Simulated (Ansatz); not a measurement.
# Which functional gives which lattice for NiSb?

Starting cell:

```
Ni Sb
1.0
     3.94507    0.00000    0.00000
    -1.97254    3.41653    0.00000
     0.00000    0.00000    5.12680
Ni Sb
2 2
Cartesian
  0.0000 0.0000 0.0000
  0.0000 0.0000 2.5634
  0.0000 2.2777 1.2817
  1.9725 1.1388 3.8451
```

Ansatz, plane waves and PAW, scalar-relativistic (no spin–orbit coupling), 8×8×6 k-mesh. Spin-polarised, with starting moments of only 0.05 μB, left from an earlier run whose moments had collapsed. In the setting of the table the starting cell (space group P6_3/mmc) has 3.945 × 3.945 × 5.127 Å, angles 90.0 / 90.0 / 120.0°. Each functional was followed to zero pressure with shape and atoms relaxed, then fitted over four more volumes within ±4 % of it.

(1) What cell, stiffness and gap does each give?

## Answers

(1) 
```json
{"functional": "revPBE + D4", "V0 (Å³/atom)": "16.90", "cell": "3.908 × 3.908 × 5.110 Å, angles 90.0 / 90.0 / 120.0°", "B0 (GPa)": "115", "B′ from the pressures": "5.1", "gap on the mesh": "zero (metallic on this mesh)", "largest moment in an atom's sphere (μB)": "none", "cutoff (eV)": "420"}
{"functional": "r2SCAN + D3(BJ)-ATM", "V0 (Å³/atom)": "16.93", "cell": "3.917 × 3.917 × 5.096 Å, angles 90.0 / 90.0 / 120.0°", "B0 (GPa)": "125", "B′ from the pressures": "5.3", "gap on the mesh": "zero (metallic on this mesh)", "largest moment in an atom's sphere (μB)": "none", "cutoff (eV)": "500"}
{"functional": "RPBE", "V0 (Å³/atom)": "18.12", "cell": "4.009 × 4.009 × 5.209 Å, angles 90.0 / 90.0 / 120.0°", "B0 (GPa)": "104", "B′ from the pressures": "5.2", "gap on the mesh": "zero (metallic on this mesh)", "largest moment in an atom's sphere (μB)": "none", "cutoff (eV)": "420"}
{"functional": "revPBE", "V0 (Å³/atom)": "17.99", "cell": "3.999 × 3.999 × 5.197 Å, angles 90.0 / 90.0 / 120.0°", "B0 (GPa)": "107", "B′ from the pressures": "5.0", "gap on the mesh": "zero (metallic on this mesh)", "largest moment in an atom's sphere (μB)": "none", "cutoff (eV)": "420"}
```

The volumes span 7.2 %, from revPBE + D4 to RPBE. The stiffness doesn't follow the volume steadily: stiffest r2SCAN + D3(BJ)-ATM (125 GPa at 16.93 Å³/atom), softest RPBE (104 GPa at 18.12 Å³/atom), yet r2SCAN + D3(BJ)-ATM is stiffer than revPBE + D4 in a larger cell (125 against 115 GPa). All end without moments, so cell, stiffness and gap are those of the non-magnetic state; with so small a start a magnetic state isn't ruled out. Adding D4 to revPBE pulls the cell in by 6.1 %. Of 5 runs of this kind 1 is left out: 1 is in doubt (a loose fit, a gap or moment that comes and goes along the fit, no cell at zero pressure, a state that may not be the lowest or a known fault).

Points behind the fit for revPBE + D4:

```csv
V (Å³/atom),E − Emin (meV/atom),P (GPa)
16.222,10.60,5.26
16.560,2.56,2.46
16.898,0.00,0.01
17.236,2.29,-2.18
17.574,8.94,-4.12
```
